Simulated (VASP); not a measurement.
Hg: single point with PBE

Hg, a slab with vacuum:

```
Hg
1.0
     3.32056    0.00000    0.00000
    -1.47214    3.07613    0.00000
     0.00000    0.00000   23.12061
Hg
4
Direct
  0.48999 0.45424 0.32439
  0.06819 0.86510 0.44214
  0.40177 0.49761 0.55786
  0.97998 0.90848 0.67561
```

The slab is cut from a database's or a generator's crystal, which needn't be the stable form of the element.

The cell isn't the ideal one: the (0 0 1) slab of Hg, cut from the database cell, not relaxed.

```yaml
Program: VASP 6.6.1
Task: single point
Functional: PBE
Potentials_or_basis: VASP PAW PBE potentials, release 64 (Hg)
Cutoff: 520 eV
k_mesh: 9 × 9 × 1
Occupations: fermi-dirac, width 0.05 eV
Spin: no spin polarisation
Dipole_correction: yes
Further_INCAR_settings: ALGO = Normal; EDIFF = 1e-07; NBANDS = 32
```

```yaml
Largest_force: 0.134 eV/Å
Band_gap_on_the_k_mesh: 0.27 eV, indirect (least direct gap 0.71 eV)
Ionisation_potential_of_the_upper_face: 4.55 eV
```

Forces on the atoms (eV/Å):
```
Hg  -0.018 -0.001 -0.133
Hg   0.004  0.005  0.041
Hg  -0.004 -0.005 -0.041
Hg   0.018  0.001  0.133
```

Levels at points of the mesh, in eV from the valence-band top:
| k point | band 20 | band 21 | band 22 | band 23 | band 24 | band 25 | band 26 | band 27 | band 28 | band 29 |
| --- | --- | --- | --- | --- | --- | --- | --- | --- | --- | --- |
| (0.00, 0.00, 0.00) | -5.47 | -5.42 | -5.31 | -4.56 | -2.64 | 0.27 | 2.60 | 4.15 | 5.04 | 5.26 |

It took 3.9 min on 1 thread of Intel(R) Xeon(R) Platinum 8488C (Sapphire Rapids) (shared host), peak memory 0.49 GiB.

Caveat: spin-orbit coupling is left out, which moves the levels of the heavy elements.
